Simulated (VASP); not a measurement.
**A VASP 6.6.1 single-point calculation on MgS**

INCAR

```
ENCUT = 520
PREC = Accurate
IVDW = 10
ISIF = 2
NSW = 0
EDIFF = 1E-7
SIGMA = 0.02
NBANDS = 11
NELM = 62
ALGO = Conjugate
LREAL = .FALSE.
IBRION = -1
GGA = PE
ISMEAR = -1
LWAVE = .FALSE.
LASPH = .TRUE.
LCHARG = .FALSE.
```

KPOINTS

```
KPOINTS created by Atomic Simulation Environment
0
Gamma
8 8 8
0 0 0
```

POSCAR

```
Mg S
 1.0000000000000000
    -0.0094362561000000    2.8214405849999999    2.8214405849999999
     2.8214405849999999   -0.0094362561000000    2.8214405849999999
     2.8214405849999999    2.8214405849999999   -0.0094362561000000
 Mg  S
   1   1
Cartesian
 -0.0017857469557495 -0.0017857469557495 -0.0017857469557495
  1.4101469754307498  1.4101469754307496  1.4101469754307496
```

The recommended PBE PAW datasets give the neutral cell 8 valence electrons.

Command

```
mpirun -np 1 vasp_std
```

Q: Predict the outcome of this run.

A: It converged. Results: gap between bands v and c on the k mesh 3.46 eV; least direct gap on the k mesh 3.46 eV; pressure -0.2 GPa. Band v is the last that the valence electrons fill when counted band by band, and c is the next.

OSZICAR

```
N       E                     dE             d eps       ncg     rms           ort
DAV:   1     0.247677159626E+02    0.24768E+02   -0.39103E+03   715   0.657E+02
DAV:   2    -0.698815026274E+01   -0.31756E+02   -0.30194E+02   715   0.999E+01
DAV:   3    -0.896860318232E+01   -0.19805E+01   -0.19772E+01   715   0.270E+01
DAV:   4    -0.898531283556E+01   -0.16710E-01   -0.16708E-01   715   0.297E+00
DAV:   5    -0.898550979594E+01   -0.19696E-03   -0.19696E-03   715   0.319E-01
SDA:   6    -0.785883064284E+01    0.11267E+01   -0.19696E-03   715   0.201E+01   0.000E+00
CGA:   7    -0.841349071456E+01   -0.55466E+00   -0.55524E+00   715   0.990E-01  -0.264E-02
CGA:   8    -0.846125315148E+01   -0.47762E-01   -0.47857E-01   715   0.168E-01  -0.492E-03
CGA:   9    -0.846816529196E+01   -0.69121E-02   -0.69146E-02   715   0.183E-02  -0.158E-04
CGA:  10    -0.846887991463E+01   -0.71462E-03   -0.71515E-03   715   0.158E-03  -0.381E-05
CGA:  11    -0.846894201382E+01   -0.62099E-04   -0.62382E-04   715   0.162E-04  -0.218E-05
CGA:  12    -0.846894916668E+01   -0.71529E-05   -0.70575E-05   715   0.200E-05   0.591E-06
CGA:  13    -0.846895004533E+01   -0.87866E-06   -0.85499E-06   715   0.211E-06   0.204E-06
CGA:  14    -0.846895015964E+01   -0.11431E-06   -0.11675E-06   715   0.366E-07  -0.126E-07
CGA:  15    -0.846895017560E+01   -0.15954E-07   -0.15776E-07   715   0.535E-08   0.132E-08
   1 F= -.87108213E+01 E0= -.87108213E+01  d E =-.167500E-11
```

For comparison, a separate PBE run of the intended cell, on usual settings and not on those above, gives a gap of 3.46 eV on its mesh and a pressure of 1.2 GPa.
